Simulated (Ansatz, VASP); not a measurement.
# One calculation of WC, two programs

Contents of INCAR:

```
SYSTEM = WC
PREC = Accurate
ENCUT = 520
EDIFF = 1E-6
ISMEAR = 0
SIGMA = 0.1
LREAL = .FALSE.
LASPH = .TRUE.
NELM = 100
ALGO = Normal
ISIF = 2
LWAVE = .FALSE.
LCHARG = .FALSE.
GGA = PS
NBANDS = 16
```

File KPOINTS:

```
Automatic mesh
0
G
  24 24 18
  0 0 0
```

The input POSCAR:

```
WC
1.0
    2.8984787829      0.0000000000      0.0000000000
   -1.4492393914      2.5101562583      0.0000000000
    0.0000000000      0.0000000000      2.8701732080
W C
1 1
Direct
    0.0000000000      0.0000000000      0.0000000000
    0.6666666667      0.3333333333      0.5000000000
```

Input for Ansatz:

```yaml
crystal:
  lattice:
    - [2.8984787829, 0.0, 0.0]
    - [-1.4492393914, 2.5101562583, 0.0]
    - [0.0, 0.0, 2.870173208]
  atoms:
    - { symbol: W, position: [0.0, 0.0, 0.0] }
    - { symbol: C, position: [0.6666666667, 0.3333333333, 0.5] }
basis:
  ecutwfc: 420
kpoints:
  mp_grid: { grid: [24, 24, 18] }
hamiltonian:
  xc: pbesol
scf:
  occupations: { method: gaussian, width: 0.1 }
output:
  forces: true
  stress: true
  eigenvalues: true
```

Change from the starting cell: strain along c alone, the other axes held, atoms relaxed: +1.5 %.

Alike in both runs: task single point; functional PBEsol; k mesh 24 × 24 × 18; occupations gaussian, width 0.1 eV; no spin polarisation.

```csv
,VASP,Ansatz
version,VASP 6.6.1,Ansatz 0.2.0
potentials or method,"VASP PAW PBE potentials, release 64 (W_sv, C)","scalar-relativistic, plane waves, PAW"
plane-wave cutoff (eV),520,420
valence electrons in the cell,18,18
```

Ansatz gave:

```
gap on the k mesh at the Fermi level (eV)       : none
pressure (GPa)                                  : -6.5
largest component of the traceless stress (GPa) : 7.77
```

Question: Which values does VASP return?

Answer: gap on the k mesh at the Fermi level (eV): none; pressure (GPa): -5.4; largest component of the traceless stress (GPa): 7.53.

A gap of «none» marks a metal or a gap that the smearing closes.

Caveats: the PAW data sets were made with another functional, which shifts forces and pressure a little (VASP). The runs have no spin-orbit coupling, so splittings on W are missing.
